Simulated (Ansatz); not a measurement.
Runs of Ansatz 0.2.0 on Te2Mo. The structure is monoclinic, space group P2_1/m (No. 11). Conventional cell: a = 6.330 Å, b = 3.469 Å, c = 13.860 Å, α = 90.00°, β = 93.92°, γ = 90.00°. Around Te (site symmetry m) lie 3 Mo at 2.79 to 2.81 Å. Te (site symmetry m) is surrounded by 3 Mo at 2.70 Å. Around Te (site symmetry m) lie 3 Mo at 2.79 to 2.82 Å. Around Te (site symmetry m) lie 3 Mo at 2.70 to 2.71 Å. Mo (site symmetry m) is surrounded by 6 Te at 2.70 to 2.82 Å and 2 Mo at 2.89 Å. Mo (site symmetry m) is surrounded by 6 Te at 2.70 to 2.81 Å and 2 Mo at 2.90 Å. 

```csv
level,gap on the mesh (eV),pressure (GPa),largest force (eV/Å)
LDA,none,(c),0.40
revPBE,none,3.9,0.23
PBEsol,none,-1.4,0.26
RPBE,none,(a),0.26
BLYP,none,8.6,(b)
```

Alike in all rows: task band structure; potentials or basis Ansatz PAW; no spin polarisation; cell as given; k mesh 3 × 6 × 2; cutoff (eV) 420; smearing fermi-dirac 0.05 eV.

Question: Estimate the missing entries.

Answer: (a) 4.5; (b) 0.52; (c) -3.3.

Caveats: spin-orbit coupling is left out, which moves the levels of the heavy elements; the PAW data sets come from PBE, with cores solved anew for the run's functional, which leaves a small shift of forces and pressure.

A k mesh can miss the band edges, and the runs leave out spin-orbit coupling on Mo, Te.

A gap of «none» marks a metal or a gap under the smearing width.

Runs at the PBE level aren't shown here.
